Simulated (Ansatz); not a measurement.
## What moves the field gradients of Ge?

Cell of run 1: a structure deposited in the COD.

```
Ge
1.0
     5.91640    0.00000    0.00000
     0.00000    5.91640    0.00000
     0.00000    0.00000    6.95550
Ge
12
Cartesian
  1.0354 2.1832 1.7945
  0.7750 3.9936 0.0556
  4.8810 3.7332 5.2723
  5.1414 1.9228 3.5334
  3.9936 0.7750 6.8999
  3.7332 4.8810 1.6832
  1.9228 5.1414 3.4221
  2.1832 1.0354 5.1610
  0.5325 0.5325 0.0000
  2.4257 3.4907 5.2166
  5.3839 5.3839 3.4777
  3.4907 2.4257 1.7389
```

Atom numbers follow the list; atoms alike are taken as one site, whose name carries the number of the first.

Relaxed positions (PBE, cell held):

```
CELL_PARAMETERS angstrom
5.91640 0.00000 0.00000
0.00000 5.91640 0.00000
0.00000 0.00000 6.95550
ATOMIC_POSITIONS crystal
Ge 0.17269 0.36867 0.26087
Ge 0.13133 0.67269 0.01087
Ge 0.82731 0.63133 0.76087
Ge 0.86867 0.32731 0.51087
Ge 0.67269 0.13133 0.98913
Ge 0.63133 0.82731 0.23913
Ge 0.32731 0.86867 0.48913
Ge 0.36867 0.17269 0.73913
Ge 0.09035 0.09035 0.00000
Ge 0.40965 0.59035 0.75000
Ge 0.90965 0.90965 0.50000
Ge 0.59035 0.40965 0.25000
```

All runs are DFT with Ansatz 0.2.0 (plane waves and PAW, scalar-relativistic unless spin–orbit coupling is named, Γ-centred meshes, Fermi–Dirac smearing where given) in this cell.

Run 1: PBE, gradients read without the response of the cores, atoms as given; 420 eV, 6×6×5 k-points, smearing 0.05 eV.
Run 2: PBE, gradients read without the response of the cores, atoms relaxed; 420 eV, 6×6×5 k-points, smearing 0.05 eV.
Run 3: r2SCAN, gradients read without the response of the cores, at the relaxed atoms; 500 eV, 6×6×5 k-points, smearing 0.05 eV.

| run | Ge1 V_zz (η) | Ge9 V_zz (η) |
| --- | --- | --- |
| 1 | 5.79 (0.75) | 4.29 (0.71) |

The results of the other runs, out of order. V_zz in 10²¹ V/m².

```csv
result,Ge1 V_zz (η),Ge9 V_zz (η)
A,6.04 (0.81),4.30 (0.81)
B,5.74 (0.83),4.27 (0.78)
```

Task: Which result belongs to which run?

Result: A is run 3, B is run 2. Taken one at a time, the positions of the atoms (as given or relaxed) move the tensors on these sites by up to 0.33 (largest principal value of the change, on Ge1), the functional (r2SCAN with its higher cutoff) by 0.32 (Ge1).

In runs 1, 2 the gap is small for the k-mesh or the smearing, and small gradients can still move by 0.1 × 10²¹ V/m² or more. In run 3 the atoms aren't at the calculated equilibrium (largest force 0.25 eV/Å).
